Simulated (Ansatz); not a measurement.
This script for Ansatz's Python interface starts 3 runs on MgO, space group P-6m2. What input does the engine get in each?

The script, `mgo_xc.py`:
```python
"""Functional comparison for MgO (totals differ with the potentials too)."""

from dataclasses import dataclass

import ansatz as az
from tabulate import tabulate


@dataclass(frozen=True)
class Options:
    tolerance: float = 1e-09
    kmesh: tuple[int, ...] = (12, 12, 8)


opts = Options()


def main() -> None:
    lattice = az.Lattice.of(
        [2.9380209, 0.0, 0.0],
        [-1.46901045, 2.54440074, 0.0],
        [0.0, 0.0, 2.67968],
    )
    sites = [
        ("Mg", [0.0, 0.0, 0.0]),
        ("O", [1 / 3, 2 / 3, 0.5]),
    ]
    mgo = az.Crystal(lattice=lattice)
    for symbol, position in sites:
        mgo = mgo.atom(symbol, position)

    calc = (
        mgo.calculation()
        .scf(tolerance=opts.tolerance)
        .kpoints(*opts.kmesh)
        .occupations(az.OccupationsMethod.FIXED)
        .pseudopotentials("paw")
        .band_table()
    )

    rows = []
    for value in ["pbesol", "blyp", "lda"]:
        r = calc.functional(value).run(threads=1).report
        rows.append((value, r["free_energy_ev"] / len(r["lattice"]["sites"]), r["n_iterations"], r["gap_by_band_count_ev"], r["n_kpoints"]))

    print(tabulate(rows, headers=["functional", "F/atom (eV)", "iterations", "gap by band count (eV)", "k-points"], floatfmt=".4f", tablefmt="github"))


if __name__ == "__main__":
    main()
```

Run 1:
```yaml
crystal:
  lattice:
    - [2.9380209, 0.0, 0.0]
    - [-1.46901045, 2.54440074, 0.0]
    - [0.0, 0.0, 2.67968]
  atoms:
    - { symbol: Mg, position: [0.0, 0.0, 0.0] }
    - { symbol: O, position: [0.3333333333333333, 0.6666666666666666, 0.5] }
kpoints:
  mp_grid:
    grid: [12, 12, 8]
hamiltonian:
  xc: pbesol
  pseudopotentials:
    kind: paw
scf:
  convergence:
    dr2_threshold: 1.0e-09
  occupations:
    method: fixed
output:
  eigenvalues: true
```

Run 2, against run 1:
```diff
-  xc: pbesol
+  xc: blyp
```

Run 3, against run 1:
```diff
-  xc: pbesol
+  xc: lda
```

```console
$ python mgo_xc.py
DeckWarning: basis.ecutwfc = 420 eV, auto-derived from the records' recommended cutoffs: set by Mg (normal level)
| functional   |   F/atom (eV) |   iterations |   gap by band count (eV) |   k-points |
|--------------|---------------|--------------|--------------------------|------------|
| pbesol       |    -1237.5904 |            6 |                   2.9225 |         95 |
| blyp         |    -1249.3659 |            7 |                   3.3057 |         95 |
| lda          |    -1229.6597 |            7 |                   2.9472 |         95 |
```
(Warnings from the package without file and line.)

Reading the output:
- Semilocal gaps usually lie well under measured ones.
- The structure comes from a database of computed cells and needn't be a stable or known phase.
- Levels are Kohn-Sham eigenvalues on this mesh.
- Total energies of different functionals can't be compared; pressures, moments and gaps at this one structure can.
- It ran for 5.2 s on 1 thread of Arm Neoverse V2 (shared host), peak memory 0.33 GiB.
